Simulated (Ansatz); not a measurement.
## Zone-centre phonons of SnS2 at 12 GPa: input and output

All numbers below come from Ansatz 0.2.0, DFT LDA, scalar-relativistic, plane waves, PAW.

Launched with:
```bash
ansatz run input.yaml --threads 1 --pin off --max-ram 3072MiB --backend cpu --events-out ev --progress --plain --runs-dir out
```

Input (bare energies are in eV):
```yaml
crystal:
  lattice:
    - [3.5380016642, 0.0, 0.0]
    - [-1.7690008321, 3.0639993198, 0.0]
    - [0.0, 0.0, 5.01191203]
  atoms:
    - { symbol: Sn, position: [0.0, 0.0, 0.0] }
    - { symbol: S, position: [0.6666666667, 0.3333333333, 0.2912420324] }
    - { symbol: S, position: [0.3333333333, 0.6666666667, 0.7087579676] }
basis:
  ecutwfc: 420
kpoints:
  mp_grid: { grid: [12, 12, 8] }
hamiltonian:
  xc: lda
scf:
  occupations: { method: fermi_dirac, width: 0.15 }
output:
  eigenvalues: true
phonons:
  method: dfpt
  eigenvectors: true
```

Results section of the output:
```
--- Phonons (Γ-DFPT): 4 representative perturbations + reference, on 320 of 1152 k-points (Σ response iterations 12) ---
  k mesh reduced under 2 symmetry operations, with k and −k counted as one. Each operation leaves every solved perturbation unchanged. A smaller set is not used because it would not reduce the number of displacements ...
  ASR residual: 2.411e-5 → 0.000e0 eV/Å²; symmetrization residual: 5.745e-6 eV/Å²
  ASR residual per site (eV/Å²): 2.41e-5 8.64e-6 8.64e-6
  Γ frequencies (cm⁻¹): 0.00 0.00 0.00 233.24 233.24 277.38 277.38 327.80 346.43
  non-analytic LO–TO correction: not included (Born effective charges unavailable; polar crystals: no LO–TO splitting at Γ)
```

The run took 2.1 min on 1 thread of Intel(R) Xeon(R) Platinum 8259CL CPU @ 2.50GHz (Skylake/Cascade Lake) (shared host), peak memory 1.2 GiB.

In a metal, frequencies and elastic constants depend on the k mesh and the smearing, soft modes and shear constants most. Spin–orbit coupling is left out, which matters for heavy elements. A semilocal functional can close a gap that the real compound has.